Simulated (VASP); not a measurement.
Crystal: TiO.

```
CELL_PARAMETERS angstrom
3.00939 0.00000 0.00000
0.00000 3.00939 0.00000
0.00000 0.00000 3.68042
ATOMIC_POSITIONS crystal
Ti 0.00000 0.00000 0.00000
O 0.00000 0.00000 0.50000
```

The cell was built by a generator and needn't be a form met in nature.

| Item | Value |
| --- | --- |
| Program | VASP 6.6.1 |
| Task | relaxation of cell and atoms |
| Functional | AM05 |
| Potentials or basis | VASP PAW PBE potentials, release 64 (Ti_sv, O) |
| Cutoff | 600 eV |
| k mesh | 9 × 9 × 7 |
| Occupations | fermi-dirac, width 0.05 eV |
| Spin | no spin polarisation |

At the start: pressure -3.1 GPa; volume 16.67 Å³/atom.

Task: Where does the relaxation end?

Result: Over 6 steps the energy falls by 5.1 meV/atom and the volume is 15.97 Å³/atom (-4.2 %); space group P4/mmm (No. 123, to 0.05 Å).

The path:
| step | energy change (eV) | largest force (eV/Å) | pressure (GPa) | volume (Å³) |
| --- | --- | --- | --- | --- |
| 1 | 0.0000 | 0.0000 | -3.08 | 33.33 |
| 2 | 0.0456 | 0.0000 | 7.35 | 31.81 |
| 3 | -0.0052 | 0.0000 | -0.80 | 32.95 |
| 4 | -0.0052 | 0.0000 | -0.75 | 32.94 |
| 5 | -0.0090 | 0.0000 | -0.41 | 32.46 |
| 6 | -0.0103 | 0.0000 | 0.02 | 31.93 |

Final structure:
```yaml
crystal:
  lattice:
    - [2.95527, 0.00000, 0.00000]
    - [0.00000, 2.95527, 0.00000]
    - [0.00000, 0.00000, 3.65654]
  atoms:
    - { symbol: Ti, position: [0.00000, 0.00000, 0.00000] }
    - { symbol: O, position: [0.00000, 0.00000, 0.50000] }
```

Caveat: the PAW data sets were made with another functional, which shifts forces and pressure a little.
